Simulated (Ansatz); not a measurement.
## Al, space group Im-3m: a dry run that shows the plan, step by step

Program: Ansatz 0.2.0, Python API.

Input file `POSCAR_al`:
```text
Al
1.0
  -1.59121869    1.59121869    1.59121869
   1.59121869   -1.59121869    1.59121869
   1.59121869    1.59121869   -1.59121869
Al
1
Direct
   0.00000000    0.00000000    0.00000000
```

Run as a notebook:

```python
import warnings

import ansatz as az
from ase.io import read
```

```python
SMEARING = "cold"
SMEARING_WIDTH = 0.1
```

```python
warnings.simplefilter("ignore", az.DeckWarning)
```

```python
atoms = read("POSCAR_al", format="vasp")
system = az.Crystal.from_ase(atoms)
```

```python
len(system.resolved().sites)
```

    1

```python
job = (
    system.calculation()
    .functional(az.Functional.PBESOL)
    .basis(19 * az.Ha)
    .kpoints(11, center="gamma")
    .occupations(SMEARING, width=SMEARING_WIDTH)  # fractional filling near the Fermi level
)
session = job.session()
print("features:", ", ".join(session.active_features))
print("SCF threshold (eV):", session.dr2_threshold)
planned = session.plan(dry_run=True)
told = planned.describe()
for name in ("ecut_ev", "ecutrho_ev", "n_bands", "nominal_top_band", "n_pw_range", "fft_dense", "fft_smooth", "n_sym_ops", "cell_volume_ang3"):
    print(f"{name:18s} {told[name]}")
print("irreducible k-points and weights")
for k, weight in zip(told.kpoints_frac, told.kweights):
    print(f"  {k[0]:8.4f} {k[1]:8.4f} {k[2]:8.4f}  {weight:.5f}")
```

    features: AnyPaw, Paw, PbeFamilyXc, FractionalOccupations, ColdSmearing
    SCF threshold (eV): 1e-07
    ecut_ev            517.016338673772
    ecutrho_ev         2068.065354695088
    n_bands            6
    nominal_top_band   2
    n_pw_range         [417, 444]
    fft_dense          [24, 24, 24]
    fft_smooth         [24, 24, 24]
    n_sym_ops          48
    cell_volume_ang3   16.11571598722545
    irreducible k-points and weights
        0.0000   0.0000   0.0000  0.00075
        0.0000   0.0000   0.0909  0.00902
        0.0000   0.0000   0.1818  0.00902
        0.0000   0.0000   0.2727  0.00902
        0.0000   0.0000   0.3636  0.00902
        0.0000   0.0000   0.4545  0.00902
        0.0000   0.0909   0.0909  0.01803
        0.0000   0.0909   0.1818  0.03606
        0.0000   0.0909   0.2727  0.03606
        0.0000   0.0909   0.3636  0.03606
        0.0000   0.0909   0.4545  0.01803
        0.0000   0.1818   0.1818  0.01803
        0.0000   0.1818   0.2727  0.03606
        0.0000   0.1818   0.3636  0.03606
        0.0000   0.2727   0.2727  0.01803
        0.0000   0.2727   0.3636  0.01803
        0.0909   0.0909   0.0909  0.00601
        0.0909   0.0909   0.1818  0.01803
        0.0909   0.0909   0.2727  0.01803
        0.0909   0.0909   0.3636  0.01803
        0.0909   0.0909  -0.0909  0.00451
        0.0909   0.1818   0.1818  0.01803
        0.0909   0.1818   0.2727  0.03606
        0.0909   0.1818   0.3636  0.01803
        0.0909   0.1818  -0.1818  0.01803
        0.0909   0.2727   0.2727  0.01803
        0.0909   0.2727  -0.2727  0.01803
        0.0909   0.2727  -0.1818  0.01803
        0.0909   0.3636  -0.3636  0.01803
        0.0909   0.3636  -0.2727  0.03606
        0.0909   0.4545  -0.4545  0.01803
        0.0909   0.4545  -0.3636  0.03606
        0.0909   0.4545  -0.2727  0.01803
        0.0909  -0.4545  -0.4545  0.01803
        0.0909  -0.4545  -0.3636  0.03606
        0.0909  -0.3636  -0.3636  0.00601
        0.1818   0.1818   0.1818  0.00601
        0.1818   0.1818   0.2727  0.01803
        0.1818   0.1818  -0.1818  0.00451
        0.1818   0.2727   0.2727  0.00601
        0.1818   0.2727  -0.2727  0.01803
        0.1818   0.3636  -0.3636  0.01803
        0.1818   0.3636  -0.2727  0.01803
        0.1818   0.4545  -0.4545  0.01803
        0.1818   0.4545  -0.3636  0.03606
        0.1818  -0.4545  -0.4545  0.01803
        0.1818  -0.4545  -0.3636  0.01803
        0.2727   0.2727  -0.2727  0.00451
        0.2727   0.3636  -0.3636  0.01803
        0.2727   0.4545  -0.4545  0.01803
        0.2727   0.4545  -0.3636  0.01803
        0.2727  -0.4545  -0.4545  0.01803
        0.3636   0.3636  -0.3636  0.00451
        0.3636   0.4545  -0.4545  0.01803
        0.3636  -0.4545  -0.4545  0.00601
        0.4545   0.4545  -0.4545  0.00451

The structure comes from a database and needn't be a stable phase.
